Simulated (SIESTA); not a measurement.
**Sn: equation of state with PBE**

The system is Sn.

```xyz
2
Lattice="-2.9401 2.9401 1.5993 2.9401 -2.9401 1.5993 2.9401 2.9401 -1.5993" Properties=species:S:1:pos:R:3 pbc="T T T"
Sn    0.0000    0.0000    0.0000
Sn    0.0000    2.9401    0.7997
```

```json
{
  "Program": "SIESTA 5.4.2",
  "Task": "equation of state",
  "Functional": "PBE",
  "Potentials or basis": "PseudoDojo 0.4 standard (PBE files)",
  "Basis": "TZDP (energy shift 0.002 Ry)",
  "Grid cutoff": "500 Ry",
  "Energy shift": "0.002 Ry",
  "k mesh": "9 × 9 × 9",
  "Occupations": "fermi-dirac, width 0.05 eV",
  "Spin": "no spin polarisation"
}
```

The equilibrium volume is 28.55 Å³/atom, the bulk modulus at fixed shape and positions is 46 GPa and the pressure derivative of the bulk modulus is 5.3 (rough: it moves with the points fitted).

Energy against volume, from the lowest point:
```csv
volume (Å³/atom),energy (meV/atom)
25.991,39.48
26.544,23.20
27.097,11.44
27.650,4.08
28.203,0.48
28.756,0.00
29.309,2.57
```

All runs of the series together: 27 min on 1 thread of Arm Neoverse V1 (shared host).

Caveat: semicore shells carry a single zeta, which can move pressures by several GPa and volumes by a few percent; the cell was scaled at fixed shape and fractional positions, which overstates the stiffness of a crystal with free parameters, most of all of layers and chains; the basis of atomic orbitals isn't converged, which shifts pressures, moduli and gaps.
